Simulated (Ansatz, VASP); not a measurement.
**Sr in VASP and in Ansatz**

File INCAR:

```
SYSTEM = Sr
PREC = Accurate
ENCUT = 520
EDIFF = 1E-6
ISMEAR = 0
SIGMA = 0.1
LREAL = .False.
LASPH = .True.
NELM = 60
ALGO = Normal
ISIF = 2
LWAVE = .False.
LCHARG = .False.
GGA = PE
IVDW = 12
NBANDS = 11
```

Contents of KPOINTS:

```
Automatic mesh
0
Gamma
  4 4 4
  0 0 0
```

File POSCAR:

```
Sr
1.0
   -2.4250000000      2.4250000000      2.4250000000
    2.4250000000     -2.4250000000      2.4250000000
    2.4250000000      2.4250000000     -2.4250000000
Sr
1
Direct
    0.0000000000      0.0000000000      0.0000000000
```

Input for Ansatz:

```yaml
crystal:
  lattice:
    - [-2.425, 2.425, 2.425]
    - [2.425, -2.425, 2.425]
    - [2.425, 2.425, -2.425]
  atoms:
    - { symbol: Sr, position: [0.0, 0.0, 0.0] }
basis:
  ecutwfc: 420
  xc_grid: 3
kpoints:
  mp_grid: { grid: [4, 4, 4] }
hamiltonian:
  xc: pbe
  dispersion: d3bj
scf:
  occupations: { method: gaussian, width: 0.1 }
  max_iter: 100
output:
  forces: true
  stress: true
  eigenvalues: true
```

Alike in both runs: task single point; functional PBE; dispersion D3(BJ); k mesh 4 × 4 × 4; occupations gaussian, width 0.1 eV; no spin polarisation.

|  | VASP | Ansatz |
| --- | --- | --- |
| version | VASP 6.6.1 | Ansatz 0.2.0 |
| potentials or method | VASP PAW PBE potentials, release 64 (Sr_sv) | scalar-relativistic, plane waves, PAW |
| plane-wave cutoff (eV) | 520 | 420 |
| valence electrons in the cell | 10 | 10 |

```csv
,VASP,Ansatz,Ansatz less VASP
gap on the k mesh at the Fermi level (eV),none,none,-
pressure (GPa),-1.3,-1.3,-0.01
```

A gap of «none» marks a metal or a gap that the smearing closes.

Caveats: the k mesh is coarse (spacing up to 0.46 Å⁻¹), so the values aren't converged; pairwise dispersion overbinds metals, which lowers pressure and volume.
